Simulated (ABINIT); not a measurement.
# HfN (Fm-3m) in ABINIT: notebook

Aim: see how the results for HfN move with the level of theory and the settings. Levels: BP86+D3(BJ), r2SCAN. Tasks: equation of state, band structure.

Everything below comes from runs of ABINIT 10.8.3 (patched build). Logs are shortened: lines on timing, memory, paths and dates and some standing lists are left out, and cuts for length are marked. The log counts tension as positive stress, the text compression.

## (1) The crystal as given

The structure is cubic, space group Fm-3m (No. 225). Conventional cell: a = 4.512 Å, b = 4.512 Å, c = 4.512 Å, α = 90.00°, β = 90.00°, γ = 90.00°. Around Hf (site symmetry m-3m) lie 6 N at 2.26 Å. N (site symmetry m-3m) is surrounded by 6 Hf at 2.26 Å.

## (2) Equation of state, BP86+D3(BJ)

The input, run.abi:

```
# Datasets: one volume each
ndtset 7
getwfk -1
scalecart1 3*0.9795861087
scalecart2 3*0.9864848297
scalecart3 3*0.9932883884
scalecart4 3*1.0000000000
scalecart5 3*1.0066227096
scalecart6 3*1.0131594038
scalecart7 3*1.0196128224

# Pseudopotentials
pp_dirpath "./"
pseudos "Hf.GGA_PBE-JTH.xml, N.GGA_PBE-JTH.xml"

# Structure
acell 3.1904657967 3.1904657967 3.1904657967 Angstrom
rprim
     0.0000000000     0.7071067812     0.7071067812
     0.7071067812     0.0000000000     0.7071067812
     0.7071067812     0.7071067812     0.0000000000
ntypat 2
znucl 72 7
natom 2
typat 1 2
xred
     0.0000000000     0.0000000000     0.0000000000
     0.5000000000     0.5000000000     0.5000000000

# Plane-wave basis
ecut 707.496042 eV
pawecutdg 48.0

# k points
kptopt 1
ngkpt 10 10 10
nshiftk 1
shiftk 0.0 0.0 0.0

# Exchange and correlation
ixc -106132
vdw_xc 7

# Bands and occupations
nband 13
occopt 3
tsmear 0.05 eV

# SCF cycle
nstep 100
tolvrs 1.0e-9

# Output
iomode 3
prtwf 1
prtden 0
prteig 0
prtebands 0
enunit 1
```

Potentials or basis: JTH PAW PBE v2.0.

On the command line:

```sh
$ abinit run.abi > log 2>&1
```

run.abo:

```text
.Version 10.8.3 of ABINIT
 DATASET    1 : space group Fm -3 m (#225); Bravais cF (face-center cubic)
================================================================================
 Values of the parameters that define the memory need for DATASET  1.
     intxc =       0    ionmov =       0      iscf =      17    lmnmax =      18
     lnmax =       6     mgfft =      30  mpssoang =       3    mqgrid =    3001
     natom =       2  nloc_mem =       2    nspden =       1   nspinor =       1
    nsppol =       1      nsym =      48    n1xccc =       1    ntypat =       2
    occopt =       3   xclevel =       2
       mpw =         938          nfft =       27000          nkpt =          47
 PAW method is used; the additional fine FFT grid is defined by:
   mgfftf=        40    nfftf =     64000
================================================================================
================================================================================
[... 71 lines left out ...]
 DATASET    7 : space group Fm -3 m (#225); Bravais cF (face-center cubic)
================================================================================
 Values of the parameters that define the memory need for DATASET  7.
     intxc =       0    ionmov =       0      iscf =      17    lmnmax =      18
     lnmax =       6     mgfft =      30  mpssoang =       3    mqgrid =    3001
     natom =       2  nloc_mem =       2    nspden =       1   nspinor =       1
    nsppol =       1      nsym =      48    n1xccc =       1    ntypat =       2
    occopt =       3   xclevel =       2
       mpw =        1055          nfft =       27000          nkpt =          47
 PAW method is used; the additional fine FFT grid is defined by:
   mgfftf=        40    nfftf =     64000
================================================================================
================================================================================

--------------------------------------------------------------------------------
------------- Echo of variables that govern the present computation ------------
--------------------------------------------------------------------------------
 -outvars: echo values of preprocessed input variables --------
            acell      6.0291065698E+00  6.0291065698E+00  6.0291065698E+00 Bohr
              amu      1.78490000E+02  1.40067400E+01
             ecut      2.60000000E+01 Hartree
           enunit           1
           getwfk          -1
              ixc     -106132
           jdtset        1    2    3    4    5    6    7
         kptrlatt       10    0    0      0   10    0      0    0   10
          kptrlen1     5.90602904E+01
          kptrlen2     5.94762217E+01
          kptrlen3     5.98864155E+01
          kptrlen4     6.02910657E+01
          kptrlen5     6.06903559E+01
          kptrlen6     6.10844602E+01
          kptrlen7     6.14735437E+01
            natom           2
            nband          13
           ndtset           7
            ngfft          30      30      30
          ngfftdg          40      40      40
             nkpt          47
            nstep         100
             nsym          48
           ntypat           2
           occopt           3
        pawecutdg      4.80000000E+01 Hartree
         pawxcdev           0
           prtden           0
        prtebands           0
           prteig           0
            rprim1     0.0000000000E+00  6.9267198023E-01  6.9267198023E-01
                       6.9267198023E-01  0.0000000000E+00  6.9267198023E-01
                       6.9267198023E-01  6.9267198023E-01  0.0000000000E+00
            rprim2     0.0000000000E+00  6.9755011263E-01  6.9755011263E-01
                       6.9755011263E-01  0.0000000000E+00  6.9755011263E-01
                       6.9755011263E-01  6.9755011263E-01  0.0000000000E+00
            rprim3     0.0000000000E+00  7.0236095512E-01  7.0236095512E-01
                       7.0236095512E-01  0.0000000000E+00  7.0236095512E-01
                       7.0236095512E-01  7.0236095512E-01  0.0000000000E+00
            rprim4     0.0000000000E+00  7.0710678120E-01  7.0710678120E-01
                       7.0710678120E-01  0.0000000000E+00  7.0710678120E-01
                       7.0710678120E-01  7.0710678120E-01  0.0000000000E+00
            rprim5     0.0000000000E+00  7.1178974407E-01  7.1178974407E-01
                       7.1178974407E-01  0.0000000000E+00  7.1178974407E-01
                       7.1178974407E-01  7.1178974407E-01  0.0000000000E+00
            rprim6     0.0000000000E+00  7.1641188486E-01  7.1641188486E-01
                       7.1641188486E-01  0.0000000000E+00  7.1641188486E-01
                       7.1641188486E-01  7.1641188486E-01  0.0000000000E+00
            rprim7     0.0000000000E+00  7.2097514092E-01  7.2097514092E-01
                       7.2097514092E-01  0.0000000000E+00  7.2097514092E-01
                       7.2097514092E-01  7.2097514092E-01  0.0000000000E+00
          spgroup         225
           tolvrs      1.00000000E-09
           tsmear      1.83746611E-03 Hartree
            typat      1  2
           useylm           1
           vdw_xc           7
           xangst1     0.0000000000E+00  0.0000000000E+00  0.0000000000E+00
                       2.2099462613E+00  2.2099462613E+00  2.2099462613E+00
           xangst2     0.0000000000E+00  0.0000000000E+00  0.0000000000E+00
                       2.2255097758E+00  2.2255097758E+00  2.2255097758E+00
           xangst3     0.0000000000E+00  0.0000000000E+00  0.0000000000E+00
                       2.2408586043E+00  2.2408586043E+00  2.2408586043E+00
           xangst4     0.0000000000E+00  0.0000000000E+00  0.0000000000E+00
                       2.2560000000E+00  2.2560000000E+00  2.2560000000E+00
           xangst5     0.0000000000E+00  0.0000000000E+00  0.0000000000E+00
                       2.2709408329E+00  2.2709408329E+00  2.2709408329E+00
           xangst6     0.0000000000E+00  0.0000000000E+00  0.0000000000E+00
                       2.2856876150E+00  2.2856876150E+00  2.2856876150E+00
           xangst7     0.0000000000E+00  0.0000000000E+00  0.0000000000E+00
                       2.3002465274E+00  2.3002465274E+00  2.3002465274E+00
            xcart1     0.0000000000E+00  0.0000000000E+00  0.0000000000E+00
                       4.1761931868E+00  4.1761931868E+00  4.1761931868E+00
            xcart2     0.0000000000E+00  0.0000000000E+00  0.0000000000E+00
                       4.2056039669E+00  4.2056039669E+00  4.2056039669E+00
            xcart3     0.0000000000E+00  0.0000000000E+00  0.0000000000E+00
                       4.2346090489E+00  4.2346090489E+00  4.2346090489E+00
            xcart4     0.0000000000E+00  0.0000000000E+00  0.0000000000E+00
                       4.2632221401E+00  4.2632221401E+00  4.2632221401E+00
            xcart5     0.0000000000E+00  0.0000000000E+00  0.0000000000E+00
                       4.2914562223E+00  4.2914562223E+00  4.2914562223E+00
            xcart6     0.0000000000E+00  0.0000000000E+00  0.0000000000E+00
                       4.3193236017E+00  4.3193236017E+00  4.3193236017E+00
            xcart7     0.0000000000E+00  0.0000000000E+00  0.0000000000E+00
                       4.3468359588E+00  4.3468359588E+00  4.3468359588E+00
             xred      0.0000000000E+00  0.0000000000E+00  0.0000000000E+00
                       5.0000000000E-01  5.0000000000E-01  5.0000000000E-01
            znucl       72.00000    7.00000

================================================================================

 chkinp: Checking input parameters for consistency, jdtset=   1.

 chkinp: Checking input parameters for consistency, jdtset=   2.
[... 31 lines left out ...]
 getcut: wavevector=  0.0000  0.0000  0.0000  ngfft=  30  30  30
         ecut(hartree)=     26.000   => boxcut(ratio)=   2.21542

 getcut : COMMENT -
  Note that boxcut > 2.2 ; recall that boxcut=Gcut(box)/Gcut(sphere) = 2
  is sufficient for exact treatment of convolution.
  Such a large boxcut is a waste : you could raise ecut
  e.g. ecut=   31.902531 Hartrees makes boxcut=2

 Fine grid specifications (used for densities):

 getcut: wavevector=  0.0000  0.0000  0.0000  ngfft=  40  40  40
         ecut(hartree)=     48.000   => boxcut(ratio)=   2.17159

--- Pseudopotential description ------------------------------------------------
- pspini: atom type   1  psp file is ./Hf.GGA_PBE-JTH.xml
 Pseudopotential format is: paw10
 basis_size (lnmax)=  6 (lmn_size= 18), orbitals=   0   0   1   1   2   2
 Spheres core radius: rc_sph= 2.41119446
 Shapefunction is SIN type: shapef(r)=[sin(pi*r/rshp)/(pi*r/rshp)]**2
 Radius for shape functions =  2.41119446
 Compensation charge density is not taken into account in XC energy/potential

- pspini: atom type   2  psp file is ./N.GGA_PBE-JTH.xml
 Pseudopotential format is: paw10
 basis_size (lnmax)=  4 (lmn_size=  8), orbitals=   0   0   1   1
 Spheres core radius: rc_sph= 1.20497474
 Shapefunction is SIN type: shapef(r)=[sin(pi*r/rshp)/(pi*r/rshp)]**2
 Radius for shape functions =  1.00243812
 Compensation charge density is not taken into account in XC energy/potential

   1.63067352E+03                                ecore*ucvol(ha*bohr**3)
--------------------------------------------------------------------------------

[... 1223 lines left out ...]
-Cartesian components of stress tensor (GPa)         [Pressure= -2.2053E+01 GPa]
- sigma(1 1)=  2.20529978E+01  sigma(3 2)=  0.00000000E+00
- sigma(2 2)=  2.20529978E+01  sigma(3 1)=  0.00000000E+00
- sigma(3 3)=  2.20529978E+01  sigma(2 1)=  0.00000000E+00

== END DATASET(S) ==============================================================
================================================================================

 -outvars: echo values of variables after computation  --------
            acell      6.0291065698E+00  6.0291065698E+00  6.0291065698E+00 Bohr
           etotal1    -6.0330570677E+01
           etotal2    -6.0331280898E+01
           etotal3    -6.0331299614E+01
           etotal4    -6.0330700467E+01
           etotal5    -6.0329543673E+01
           etotal6    -6.0327889888E+01
           etotal7    -6.0325791559E+01
            fcart1    -0.0000000000E+00 -0.0000000000E+00 -0.0000000000E+00
                      -0.0000000000E+00 -0.0000000000E+00 -0.0000000000E+00
            fcart2    -0.0000000000E+00 -0.0000000000E+00 -0.0000000000E+00
                      -0.0000000000E+00 -0.0000000000E+00 -0.0000000000E+00
            fcart3    -0.0000000000E+00 -0.0000000000E+00 -0.0000000000E+00
                      -0.0000000000E+00 -0.0000000000E+00 -0.0000000000E+00
            fcart4    -0.0000000000E+00 -0.0000000000E+00 -0.0000000000E+00
                      -0.0000000000E+00 -0.0000000000E+00 -0.0000000000E+00
            fcart5    -0.0000000000E+00 -0.0000000000E+00 -0.0000000000E+00
                      -0.0000000000E+00 -0.0000000000E+00 -0.0000000000E+00
[... 38 lines left out ...]
                       0.0000000000E+00  0.0000000000E+00  0.0000000000E+00
           xangst1     0.0000000000E+00  0.0000000000E+00  0.0000000000E+00
                       2.2099462613E+00  2.2099462613E+00  2.2099462613E+00
           xangst2     0.0000000000E+00  0.0000000000E+00  0.0000000000E+00
                       2.2255097758E+00  2.2255097758E+00  2.2255097758E+00
           xangst3     0.0000000000E+00  0.0000000000E+00  0.0000000000E+00
                       2.2408586043E+00  2.2408586043E+00  2.2408586043E+00
           xangst4     0.0000000000E+00  0.0000000000E+00  0.0000000000E+00
                       2.2560000000E+00  2.2560000000E+00  2.2560000000E+00
           xangst5     0.0000000000E+00  0.0000000000E+00  0.0000000000E+00
                       2.2709408329E+00  2.2709408329E+00  2.2709408329E+00
           xangst6     0.0000000000E+00  0.0000000000E+00  0.0000000000E+00
                       2.2856876150E+00  2.2856876150E+00  2.2856876150E+00
           xangst7     0.0000000000E+00  0.0000000000E+00  0.0000000000E+00
                       2.3002465274E+00  2.3002465274E+00  2.3002465274E+00
             xred      0.0000000000E+00  0.0000000000E+00  0.0000000000E+00
                       5.0000000000E-01  5.0000000000E-01  5.0000000000E-01
 Calculation completed.
```

Run time: 2.2 min. Hardware: 1 thread of Arm Neoverse V2, shared host; peak memory 0.16 GiB.

What came out:

```
Equilibrium volume                      : 11.14 Å³/atom
Bulk modulus                            : 300 GPa
Pressure derivative of the bulk modulus : 4.3
```

Energy against volume, from the lowest point:
| volume (Å³/atom) | energy (meV/atom) |
| --- | --- |
| 10.793 | 9.92 |
| 11.023 | 0.25 |
| 11.252 | 0.00 |
| 11.482 | 8.15 |
| 11.712 | 23.89 |
| 11.941 | 46.39 |
| 12.171 | 74.94 |

Caveat: pressures at fixed basis lie under the slope of the energies; the PAW data sets were made with another functional, which shifts forces and pressure a little. The run has no spin-orbit coupling, so splittings on Hf are missing.

## (3) Band structure, r2SCAN

The input, run.abi:

```
# Datasets: ground state, then fixed potential
ndtset 2

# Pseudopotentials
pp_dirpath "./"
pseudos "Hf.GGA_PBE-JTH.xml, N.GGA_PBE-JTH.xml"

# Structure
acell 6.0291065658 6.0291065658 6.0291065658
rprim
     0.0000000000     0.7071067812     0.7071067812
     0.7071067812     0.0000000000     0.7071067812
     0.7071067812     0.7071067812     0.0000000000
ntypat 2
znucl 72 7
natom 2
typat 1 2
xred
     0.0000000000     0.0000000000     0.0000000000
     0.5000000000     0.5000000000     0.5000000000

# Plane-wave basis
ecut 31.0
pawecutdg 53.0

# Exchange and correlation
ixc -497498
usekden 1
pawxcdev 0

# Bands and occupations
occopt 3
tsmear 0.00183747

# SCF cycle
nstep 100

# Output
iomode 3
prtwf 0
prteig 0
prtebands 0
enunit 1
prtden1 1
prtkden1 1

# Dataset 1
kptopt1 1
ngkpt1 10 10 10
nshiftk1 1
shiftk1 0.0 0.0 0.0
nband1 13
tolvrs1 1.0e-7

# Dataset 2: bands along G-X-W-K-G-L-U-W-L-K
iscf2 -2
getden2 1
getkden2 1
nband2 19
nbdbuf2 4
tolwfr2 1.0e-11
kptopt2 -9
ndivsm2 8
prteig2 1
prtvol2 -3
kptbounds2
     0.0000000000     0.0000000000     0.0000000000
     0.5000000000     0.0000000000     0.5000000000
     0.5000000000     0.2500000000     0.7500000000
     0.3750000000     0.3750000000     0.7500000000
     0.0000000000     0.0000000000     0.0000000000
     0.5000000000     0.5000000000     0.5000000000
     0.6250000000     0.2500000000     0.6250000000
     0.5000000000     0.2500000000     0.7500000000
     0.5000000000     0.5000000000     0.5000000000
     0.3750000000     0.3750000000     0.7500000000
```

Potentials or basis: JTH PAW PBE v2.0.

On the command line:

```sh
$ abinit run.abi > log 2>&1
```

Wall time 4.4 min (1 thread of Arm Neoverse V2, shared host); peak memory 0.17 GiB.

Results (log left out):

| Property | Result |
| --- | --- |
| Free energy | -523.6499 eV |
| Pressure | 2.9 GPa |
| Band gap on the k mesh | none (metal or under the smearing width) |
| Valence electrons inside the program's atomic spheres | Hf 9.67; N 2.58 |

Levels at the corners of the path, in eV from the Fermi level:
```
point  band 6  band 7  band 8  band 9  band 10  band 11
    Γ   -3.46   -3.46   -3.46   -0.37    -0.37    -0.37
    X   -5.94   -4.15   -4.15   -3.94     4.13     5.57
    W   -6.65   -5.95   -5.95    1.12     1.12     5.58
    K   -6.80   -6.03   -5.45   -0.92     3.97     4.51
    Γ   -3.46   -3.46   -3.46   -0.37    -0.37    -0.37
    L   -9.38   -6.69   -6.69    3.37     3.77     3.77
    U   -6.80   -6.03   -5.45   -0.92     3.97     4.51
    W   -6.65   -5.95   -5.95    1.12     1.12     5.58
    L   -9.38   -6.69   -6.69    3.37     3.77     3.77
    K   -6.80   -6.03   -5.45   -0.92     3.97     4.51
```

Caveat: totals of a meta-GGA on PAW files have another zero than those of a GGA; the PAW data sets were made with another functional, which shifts forces and pressure a little; spin-orbit coupling is left out, which moves the levels of the heavy elements.
